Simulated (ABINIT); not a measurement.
The system is TiTe2.

```
Te Ti
1.0
     3.77700    0.00000    0.00000
    -1.88850    3.27098    0.00000
     0.00000    0.00000    6.49800
Te Ti
2 1
Direct
  0.33333 0.66667 0.73720
  0.66667 0.33333 0.26280
  0.00000 0.00000 0.00000
```

Base run:

```yaml
Program: ABINIT 10.8.3 (patched build)
Functional: PBE
Potentials_or_basis: SG15 NC PBE v1.2
Cutoff: 707 eV
k_mesh: 6 × 6 × 3
Occupations: fermi-dirac, width 0.05 eV
Spin: no spin polarisation
```

Its results: band gap on the k mesh none (metal or under the smearing width); pressure 0.8 GPa; largest force 0.024 eV/Å.

Problem. The run is repeated on the same cell with these changes: functional from PBE to AM05; potentials or basis from SG15 NC PBE v1.2 to PseudoDojo NC SR PBEsol v0.4 stringent; cutoff from 707 eV to 1279 eV; valence electrons from 44 to 60. What comes out?

Solution. Band gap on the k mesh none (metal or under the smearing width); pressure -2.7 GPa; largest force 0.249 eV/Å.

Caveats: this functional lacks dispersion, which binds the layers, so the pressure and a relaxed spacing across them are unreliable; the potentials were made for another functional, which shifts forces and pressure (some runs).

Not every run made on this cell is shown here.
